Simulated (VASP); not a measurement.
# PbS (Galena) (Fm-3m) in VASP: notebook

Aim: see how the results for PbS (Galena) move with the level of theory and the settings. Levels: PBEsol, PBE. Tasks: single point.

Program: VASP 6.6.1. These are calculated values, not measurements. Logs are shortened: lines on timing, memory, paths and dates and some standing lists are left out, and cuts for length are marked.

### Step 1. The crystal as given

The structure is cubic, space group Fm-3m (No. 225). Conventional cell: a = 5.931 Å, b = 5.931 Å, c = 5.931 Å, α = 90.00°, β = 90.00°, γ = 90.00°. Around Pb (site symmetry m-3m) lie 6 S at 2.97 Å. Around S (site symmetry m-3m) lie 6 Pb at 2.97 Å.

### Step 2. Single point, PBEsol

INCAR

```
PREC     = Accurate       # precision mode
ENCUT    = 520            # plane-wave cutoff, eV
EDIFF    = 1E-7           # SCF threshold, eV
ISMEAR   = -1             # smearing method
SIGMA    = 0.05           # smearing width, eV
LREAL    = F              # projectors in reciprocal space
LASPH    = T              # aspherical terms in the spheres
NELM     = 80             # most SCF steps
ALGO     = Normal         # electronic algorithm
ISIF     = 2              # what is computed and relaxed
LWAVE    = F              # write WAVECAR
LCHARG   = F              # write CHGCAR
GGA      = PS             # functional
NBANDS   = 17             # bands
```

KPOINTS

```
regular mesh
0
Gamma
  8 8 8
```

POSCAR

```
PbS
1.0
    0.0000000000      2.9657500000      2.9657500000
    2.9657500000      0.0000000000      2.9657500000
    2.9657500000      2.9657500000      0.0000000000
Pb S
1 1
Direct
    0.0000000000      0.0000000000      0.0000000000
    0.5000000000      0.5000000000      0.5000000000
```

Potentials or basis: VASP PAW PBE potentials, release 64 (Pb_d, S).

Started as:

```bash
cat potpaw_PBE.64/Pb_d/POTCAR potpaw_PBE.64/S/POTCAR > POTCAR
mpirun -np 1 vasp_std > vasp.out
```

OUTCAR:

```text
PREC = Accurate
   ENCUT = 520
   EDIFF = 1E-7
   ISMEAR = -1
   LREAL = F
   LASPH = T
   NELM = 80
   ISIF = 2
   GGA = PS

 ion  position               nearest neighbor table
   1  0.000  0.000  0.000-   2 2.97   2 2.97   2 2.97   2 2.97   2 2.97   2 2.97
   2  0.500  0.500  0.500-   1 2.97   1 2.97   1 2.97   1 2.97   1 2.97   1 2.97

  LATTYP: Found a face centered cubic cell.
 ALAT       =     5.9315000000

  Lattice vectors:

 A1 = (   0.0000000000,   2.9657500000,   2.9657500000)
 A2 = (   2.9657500000,   0.0000000000,   2.9657500000)
 A3 = (   2.9657500000,   2.9657500000,   0.0000000000)

Analysis of symmetry for initial positions (statically):
=====================================================================
 Subroutine PRICEL returns:
 Original cell was already a primitive cell.

 Routine SETGRP: Setting up the symmetry group for a
 face centered cubic supercell.

 Subroutine GETGRP returns: Found 48 space group operations
 (whereof 48 operations were pure point group operations)
 out of a pool of 48 trial point group operations.

The static configuration has the point symmetry O_h .

Analysis of symmetry for dynamics (positions and initial velocities):
=====================================================================
 Subroutine PRICEL returns:
 Original cell was already a primitive cell.

 Routine SETGRP: Setting up the symmetry group for a
 face centered cubic supercell.

 Subroutine GETGRP returns: Found 48 space group operations
 (whereof 48 operations were pure point group operations)
 out of a pool of 48 trial point group operations.

The dynamic configuration has the point symmetry O_h .

 Subroutine INISYM returns: Found 48 space group operations
 (whereof 48 operations are pure point group operations),
 and found     1 'primitive' translations

----------------------------------------------------------------------------------------

                                     Primitive cell

  volume of cell :      52.1715

  direct lattice vectors                    reciprocal lattice vectors
     0.000000000  2.965750000  2.965750000    -0.168591419  0.168591419  0.168591419
     2.965750000  0.000000000  2.965750000     0.168591419 -0.168591419  0.168591419
     2.965750000  2.965750000  0.000000000     0.168591419  0.168591419 -0.168591419

  length of vectors
     4.194203873  4.194203873  4.194203873     0.292008903  0.292008903  0.292008903

  position of ions in fractional coordinates (direct lattice)
     0.000000000  0.000000000  0.000000000
     0.500000000  0.500000000  0.500000000

  ion indices of the primitive-cell ions
   primitive index   ion index
                 1           1
                 2           2

----------------------------------------------------------------------------------------

 KPOINTS: regular mesh

Automatic generation of k-mesh.
 Grid dimensions read from file:
 generate k-points for:    8    8    8

 Generating k-lattice:

  Cartesian coordinates                     Fractional coordinates (reciprocal lattice)
    -0.021073927  0.021073927  0.021073927     0.125000000  0.000000000  0.000000000
     0.021073927 -0.021073927  0.021073927     0.000000000  0.125000000  0.000000000
     0.021073927  0.021073927 -0.021073927     0.000000000  0.000000000  0.125000000

  Length of vectors
     0.036501113  0.036501113  0.036501113

  Shift w.r.t. Gamma in fractional coordinates (k-lattice)
     0.000000000  0.000000000  0.000000000

 Subroutine IBZKPT returns following result:
 ===========================================

 Found     29 irreducible k-points:

 Following reciprocal coordinates:
            Coordinates               Weight
  0.000000  0.000000  0.000000      1.000000
  0.125000  0.000000  0.000000      8.000000
  0.250000  0.000000  0.000000      8.000000
  0.375000  0.000000  0.000000      8.000000
  0.500000  0.000000  0.000000      4.000000
  0.125000  0.125000  0.000000      6.000000
[... 16 lines left out ...]
  0.500000  0.250000  0.125000     48.000000
 -0.375000  0.250000  0.125000     24.000000
 [... further k-points ...]
   k-points           NKPTS =     29   k-points in BZ     NKDIM =     29   number of bands    NBANDS=     17
   number of dos      NEDOS =    301   number of ions     NIONS =      2
   total plane-waves  NPLWV =  32768
   dimension x,y,z NGX =    32 NGY =   32 NGZ =   32
   dimension x,y,z NGXF=    64 NGYF=   64 NGZF=   64
   ions per type =               1   1
   NGX,Y,Z   is equivalent  to a cutoff of  12.68, 12.68, 12.68 a.u.
   NGXF,Y,Z  is equivalent  to a cutoff of  25.37, 25.37, 25.37 a.u.
 SYSTEM =  unknown system
   PREC   = accura    normal or accurate (medium, high low for compatibility)
   ISTART =      0    job   : 0-new  1-cont  2-samecut
   ICHARG =      2    charge: 1-file 2-atom 10-const
   ISPIN  =      1    spin polarized calculation?
   LNONCOLLINEAR =      F non collinear calculations
   LSORBIT =      F    spin-orbit coupling
   LASPH  =      T    aspherical Exc in radial PAW
   ENCUT  =  520.0 eV  38.22 Ry    6.18 a.u.   7.80  7.80  7.80*2*pi/ulx,y,z
   NELM   =     80;   NELMIN=  2; NELMDL= -5     # of ELM steps
   EDIFF  = 0.1E-06   stopping-criterion for ELM
   LREAL  =      F    real-space projection
   EDIFFG = 0.1E-05   stopping-criterion for IOM
   NSW    =      0    number of steps for IOM
   IBRION =     -1    ionic relax: 0-MD 1-quasi-New 2-CG
   NFREE  =      0    steps in history (QN), initial steepest desc. (CG)
   ISIF   =      2    stress and relaxation
   ISYM   =      2    0-nonsym 1-usesym 2-fastsym
   POTIM  = 0.5000    time-step for ionic-motion
   TEBEG  =    0.0;   TEEND  =   0.0 temperature during run
   PSTRESS=    0.0 pullay stress
   NELECT =      20.0000    total number of electrons
   NUPDOWN=      -1.0000    fix difference up-down
   EMIN   =  10.00;   EMAX   =-10.00  energy-range for DOS
   EFERMI =   0.00;   METHOD = LEGACY
   ISMEAR =    -1;   SIGMA  =   0.05  broadening in eV -4-tet -1-fermi 0-gaus
   EFERMI_NEDOS =   21; number of points for ismear=-14 and -15
   IALGO  =     38    algorithm
   IMIX   =      4    mixing-type and parameters
     AMIX     =   0.40;   BMIX     =  1.00
     AMIX_MAG =   1.60;   BMIX_MAG =  1.00
  volume/ion in A,a.u.               =      26.09       176.04
  Fermi-wavevector in a.u.,A,eV,Ry     =   1.189251  2.247359 19.242973  1.414319
  Thomas-Fermi vector in A             =   2.325363
   LORBIT       =      0    0 simple, 1 ext, 2 COOP (PROOUT), +10 PAW based schemes
   GGA     = PS    functional components
   LHFCALC =     F    Hartree Fock is set to
   AEXX    =    0.0000 exact exchange contribution
   IVDW    =     0    specifies the selected vdW correction
   LEPSILON=     F    determine dielectric tensor
   LRPA    =     F    only Hartree local field effects (RPA)
 non-spin polarized calculation
  energy-cutoff  :      520.00
  volume of cell :       52.17
 maximum number of plane-waves:      1424
   NGX = 15   NGY = 15   NGZ = 15

 number of electron      19.9999998 magnetization

 Free energy of the ion-electron system (eV)
  ---------------------------------------------------
  ext. energy  EPLUGINS =         0.00000000
  ---------------------------------------------------
  free energy    TOTEN  =        -9.45572040 eV

  energy without entropy =       -9.45531420  energy(sigma->0) =       -9.45551730

 E-fermi :   5.8146     XC(G=0):  -9.8875

 val. band max:        5.6871017245   @ k =   0.5000   0.0000   0.0000
 cond. band min:       5.9420938575   @ k =   0.5000   0.0000   0.0000
 fundamental gap:      0.2549921329
 Fermi energy:         5.8146009537

 k-point     1 :       0.0000    0.0000    0.0000
  band No.  band energies     occupation
      1     -11.0549      2.00000
      2     -11.0549      2.00000
      3     -11.0549      2.00000
      4     -11.0416      2.00000
      5     -11.0416      2.00000
      6      -7.9161      2.00000
[... 9 lines left out ...]
     16      12.3320      0.00000
     17      14.1322      0.00000

 k-point     2 :       0.1250    0.0000    0.0000
  band No.  band energies     occupation
      1     -11.0542      2.00000
      2     -11.0525      2.00000
      3     -11.0525      2.00000
      4     -11.0417      2.00000
      5     -11.0417      2.00000
      6      -7.7811      2.00000
[... 9 lines left out ...]
     16      12.7067      0.00000
     17      15.3688      0.00000

 k-point     3 :       0.2500    0.0000    0.0000
  band No.  band energies     occupation
      1     -11.0604      2.00000
      2     -11.0604      2.00000
      3     -11.0529      2.00000
      4     -11.0283      2.00000
      5     -11.0283      2.00000
      6      -7.4052      2.00000
[... 9 lines left out ...]
     16      13.5645      0.00000
     17      17.4149      0.00000

 k-point     4 :       0.3750    0.0000    0.0000
  band No.  band energies     occupation
      1     -11.0710      2.00000
      2     -11.0710      2.00000
      3     -11.0522      2.00000
      4     -11.0121      2.00000
      5     -11.0121      2.00000
      6      -6.9143      2.00000
[... 9 lines left out ...]
     16      14.8054      0.00000
     17      17.3722      0.00000
[... 343 lines left out ...]
      1     -11.0914      2.00000
      2     -11.0587      2.00000
      3     -11.0471      2.00000
      4     -11.0250      2.00000
      5     -11.0166      2.00000
      6      -7.0781      2.00000
[... 9 lines left out ...]
     16      15.4646      0.00000
     17      15.8328      0.00000

 k-point    23 :       0.5000    0.2500    0.1250
  band No.  band energies     occupation
      1     -11.1071      2.00000
      2     -11.0551      2.00000
      3     -11.0483      2.00000
      4     -11.0202      2.00000
      5     -11.0088      2.00000
      6      -6.6396      2.00000
[... 9 lines left out ...]
     16      15.8949      0.00000
     17      16.9019      0.00000

 k-point    24 :      -0.3750    0.2500    0.1250
  band No.  band energies     occupation
      1     -11.1129      2.00000
      2     -11.0584      2.00000
      3     -11.0393      2.00000
      4     -11.0253      2.00000
      5     -11.0038      2.00000
      6      -6.4161      2.00000
[... 9 lines left out ...]
     16      16.5628      0.00000
     17      16.7582      0.00000

 [... further k-points ...]
[... 5 lines left out ...]
  --------------------------------------------------------------------------------------
  -------------------------------------------------------------------------------------
  Total       -0.2940276     -0.2940276     -0.2940276     -0.0000000      0.0000000      0.0000000
  in kB       -9.0295295     -9.0295295     -9.0295295     -0.0000000      0.0000000      0.0000000
  external PRESSURE =      -9.0295295 kB  Pullay stress =       0.0000000 kB

 VOLUME and BASIS-vectors are now :
 -----------------------------------------------------------------------------
  energy-cutoff  :      520.00
  volume of cell :       52.17
      direct lattice vectors                 reciprocal lattice vectors
     0.000000000  2.965750000  2.965750000    -0.168591419  0.168591419  0.168591419
     2.965750000  0.000000000  2.965750000     0.168591419 -0.168591419  0.168591419
     2.965750000  2.965750000  0.000000000     0.168591419  0.168591419 -0.168591419

 POSITION                                       TOTAL-FORCE (eV/Angst)
 -----------------------------------------------------------------------------------
      0.00000      0.00000      0.00000        -0.000000     -0.000000      0.000000
      2.96575      2.96575      2.96575         0.000000      0.000000     -0.000000
 -----------------------------------------------------------------------------------
    total drift:                                0.000000     -0.000000     -0.000000

  FREE ENERGIE OF THE ION-ELECTRON SYSTEM (eV)
  ---------------------------------------------------
  free  energy   TOTEN  =        -9.4557204045 eV

  energy  without entropy=       -9.4553142025  energy(sigma->0) =       -9.45551730
```

It took 22 s on 1 thread of Intel Xeon Platinum 8175M at 2.50GHz (Skylake/Cascade Lake), shared host; peak memory 0.18 GiB.

What came out:

```yaml
Free_energy: -9.4557 eV
Pressure: -0.9 GPa
Band_gap_on_the_k_mesh: 0.25 eV, direct
```

Caveat: the PAW data sets were made with another functional, which shifts forces and pressure a little; spin-orbit coupling is left out, which as a rule narrows the gap of such compounds by several tenths of an eV.

### Step 3. Single point, PBE

INCAR

```
SYSTEM = PbS
ALGO = Normal
EDIFF = 1E-7
ENCUT = 520
GGA = PE
ISIF = 2
ISMEAR = -1
LASPH = .TRUE.
LCHARG = .FALSE.
LREAL = .FALSE.
LWAVE = .FALSE.
NBANDS = 17
NELM = 60
PREC = Accurate
SIGMA = 0.05
```

KPOINTS

```
k-points
0
G
  8 8 8
  0 0 0
```

POSCAR is that of step 2.

Potentials or basis: VASP PAW PBE potentials, release 64 (Pb_d, S).

Started as:

```bash
cat potpaw_PBE.64/Pb_d/POTCAR potpaw_PBE.64/S/POTCAR > POTCAR
mpirun -np 1 vasp_std > vasp.out
```

Wall time 16 s (1 thread of Intel Xeon Platinum 8488C (Sapphire Rapids), shared host); peak memory 0.17 GiB.

It converged, with:

| Property | Result |
| --- | --- |
| Free energy | -8.7561 eV |
| Pressure | 2.2 GPa |
| Band gap on the k mesh | 0.36 eV, direct |

Levels at points of the mesh, in eV from the valence-band top:
```
           k point  band 8  band 9  band 10  band 11  band 12  band 13
(0.00, 0.00, 0.00)   -2.17   -2.17    -2.17     5.21     5.21     5.21
(0.50, 0.00, 0.00)   -1.78   -1.78     0.00     0.36     1.96     1.96
(0.50, 0.50, 0.00)   -5.20   -3.44    -3.44     3.86     5.58     5.68
```

Caveat: spin-orbit coupling is left out, which as a rule narrows the gap of such compounds by several tenths of an eV.

[end of part 1 of 2]
